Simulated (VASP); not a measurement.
Crystal: HfS2.

```xyz
3
Lattice="3.5507 0.0000 0.0000 -1.7754 3.0750 0.0000 0.0000 0.0000 5.6874" Properties=species:S:1:pos:R:3 pbc="T T T"
Hf    3.5507    0.0000    0.0000
S     1.7754    1.0250    4.2535
S     0.0000    2.0500    1.4339
```

The cell is a database's computed one.

The cell isn't the ideal one: a relaxed cell with its volume scaled by 0.96.

| Property | Result |
| --- | --- |
| Program | VASP 6.6.1 |
| Task | relaxation of shape and atoms at fixed volume |
| Functional | PBE |
| Dispersion | D3(BJ) |
| Potentials or basis | VASP PAW PBE potentials, release 64 (Hf_pv, S) |
| Cutoff | 600 eV |
| k mesh | 9 × 9 × 5 |
| Occupations | gaussian, width 0.03 eV |
| Spin | no spin polarisation |

At the start: pressure 4.6 GPa; volume 20.70 Å³/atom.

Where does the relaxation end?

Over 5 steps the energy falls by 8.0 meV/atom; space group P-3m1 (No. 164, to 0.05 Å).

The path:
```csv
step,energy change (eV),largest force (eV/Å),pressure (GPa)
1,0.0000,0.5313,4.61
2,-0.0188,0.1813,2.84
3,-0.0218,0.0270,1.81
4,-0.0238,0.0111,1.66
5,-0.0240,0.0043,1.58
```

Final structure:
```xyz
3
Lattice="3.5736 0.0000 0.0000 -1.7868 3.0949 0.0000 0.0000 0.0000 5.6147" Properties=species:S:1:pos:R:3 pbc="T T T"
Hf    0.0000    0.0000    0.0000
S     1.7868    1.0316    4.1561
S     0.0000    2.0632    1.4586
```
